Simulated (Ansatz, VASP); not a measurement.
One calculation of Zr, two programs

```xyz
2
Lattice="0.0000 3.1386 3.1386 3.1386 0.0000 3.1386 3.1386 3.1386 0.0000" Properties=species:S:1:pos:R:3 pbc="T T T"
Zr    0.0000    0.0000    0.0000
Zr    1.5693    1.5693    1.5693
```

Alike in both runs: task electric field gradients; functional PBE; k mesh 10 × 10 × 10; occupations fermi-dirac, width 0.05 eV; no spin polarisation.

|  | VASP | Ansatz |
| --- | --- | --- |
| version | VASP 6.6.1 | Ansatz 0.2.0 |
| potentials or method | VASP PAW PBE potentials, release 64 (Zr_sv) | PAW with Ansatz's default frozen-core files, scalar-relativistic |
| plane-wave cutoff (eV) | 520 | 420 |
| valence electrons in the cell | 24 | 24 |

|  | VASP | Ansatz | Ansatz less VASP |
| --- | --- | --- | --- |
| pressure (GPa) | 0.1 | 0.0 | -0.08 |
| Vzz of the field gradient on the site that differs most (V/Å²) | 0.0 | 0.0 | 0.00 |

With one functional, cell and mesh, what is left measures potentials, basis and numerics. Ansatz warned: «gradients_without_spin_orbit».
